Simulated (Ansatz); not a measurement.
Si (Fd-3m) from a database structure (r2SCAN geometry), in Ansatz:

```
CELL_PARAMETERS angstrom
0.00000 2.72212 2.72212
2.72212 0.00000 2.72212
2.72212 2.72212 0.00000
ATOMIC_POSITIONS crystal
Si 0.25000 0.25000 0.25000
Si 0.00000 0.00000 0.00000
```

G0W0@PBE with 298 empty bands, a screening cutoff of 220 eV and a 6×6×6 mesh (PAW, contour deformation) gives 1.234 eV over the mesh points, from a PBE gap of 0.720 eV; it sums over 302 bands with 307 plane waves in the screening and a wave cutoff of 420 eV. The G0W0 figures hold for the stated bands, cutoff and mesh and aren't extrapolated. Calculated for a static, non-magnetic cell.

Problem. Estimate the gap with potentials of the kind norm-conserving.

Solution. 1.231 eV (-0.003 eV), from a Kohn-Sham gap of 0.719 eV.

Problem. Another run gave a Kohn-Sham gap of 0.720 eV and a G0W0 gap of 1.175 eV, summing over 124 bands with 113 plane waves in the screening and a wave cutoff of 420 eV. What was changed?

Solution. Empty bands 120, screening cutoff 120 eV. The counts of bands and plane waves show it.
